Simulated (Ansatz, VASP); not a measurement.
## Two plane-wave programs on C

```
C
1.0
     1.17936   -4.01296    0.00000
     1.17936    4.01296    0.00000
     0.00000    0.00000    3.42023
C
3
Cartesian
  1.1794 0.0000 2.7329
  1.1794 0.0000 0.6873
  0.0000 0.0000 1.7101
```

Alike in both runs: functional PBE; k mesh 8 × 8 × 6; occupations gaussian, width 0.1 eV; no spin polarisation.

Ansatz relaxed the structure, and its values are those at the end. VASP's run is a single point on that final structure, the one shown.

|  | VASP | Ansatz |
| --- | --- | --- |
| version | VASP 6.6.1 | Ansatz 0.2.0 |
| potentials or method | VASP PAW PBE potentials, release 64 (C) | scalar-relativistic, plane waves, PAW |
| plane-wave cutoff (eV) | 520 | 420 |
| valence electrons in the cell | 12 | 12 |

```csv
,VASP,Ansatz,Ansatz less VASP
gap on the k mesh at the Fermi level (eV),none,none,-
pressure (GPa),0.3,0.1,-0.20
rms of the force components (eV/Å),0.013,0.000,-0.0126
```

A gap of «none» marks a metal or a gap that the smearing closes.
